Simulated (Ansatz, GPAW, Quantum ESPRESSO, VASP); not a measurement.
# One calculation of InPd, 6 ways

```
In Pd
1.0
     3.27188    0.00000    0.00000
     0.00000    3.27188    0.00000
     0.00000    0.00000    3.27188
In Pd
1 1
Direct
  0.00000 0.00000 0.00000
  0.50000 0.50000 0.50000
```

The cell comes from a database or a generator and needn't be the stable form of this composition.

Alike in all runs: task equation of state; functional PBE; k mesh 8 × 8 × 8; occupations fermi-dirac, width 0.05 eV; no spin polarisation; no spin-orbit coupling.

```json
{"program and potentials": "Ansatz, Ansatz PAW", "plane-wave cutoff (eV)": "420", "notes": "-", "equilibrium volume (Å³/atom)": "18.03", "bulk modulus (GPa)": "114.5"}
{"program and potentials": "Quantum ESPRESSO, SSSP 1.3 efficiency PBE", "plane-wave cutoff (eV)": "816", "notes": "-", "equilibrium volume (Å³/atom)": "18.04", "bulk modulus (GPa)": "114.4"}
{"program and potentials": "GPAW, GPAW PAW data sets (gpaw-data 1.2.1)", "plane-wave cutoff (eV)": "600", "notes": "-", "equilibrium volume (Å³/atom)": "17.99", "bulk modulus (GPa)": "115.1"}
{"program and potentials": "Ansatz, Ansatz PAW (earlier soft set)", "plane-wave cutoff (eV)": "420", "notes": "-", "equilibrium volume (Å³/atom)": "18.03", "bulk modulus (GPa)": "114.6"}
{"program and potentials": "VASP, PBE PAW files In_d, Pd, 520 eV", "plane-wave cutoff (eV)": "520", "notes": "-", "equilibrium volume (Å³/atom)": "18.05", "bulk modulus (GPa)": "114.5"}
{"program and potentials": "Ansatz, all-electron LAPW, scalar-relativistic", "plane-wave cutoff (eV)": "-", "notes": "-", "equilibrium volume (Å³/atom)": "18.03", "bulk modulus (GPa)": "114.5"}
```

The equilibrium volume spans 17.99 (GPAW, GPAW PAW data sets (gpaw-data 1.2.1)) to 18.05 Å³/atom (VASP, PBE PAW files In_d, Pd, 520 eV), with all-electron results at 18.03. The bulk modulus spans 114.4 (Quantum ESPRESSO, SSSP 1.3 efficiency PBE) to 115.1 GPa (GPAW, GPAW PAW data sets (gpaw-data 1.2.1)), with all-electron results at 114.5. For a metal such a mesh isn't converged, which the comparison doesn't need.

The functional is the same throughout but for its coding, so the spread measures potentials, basis and numerics; runs on potential files found faulty are left out.
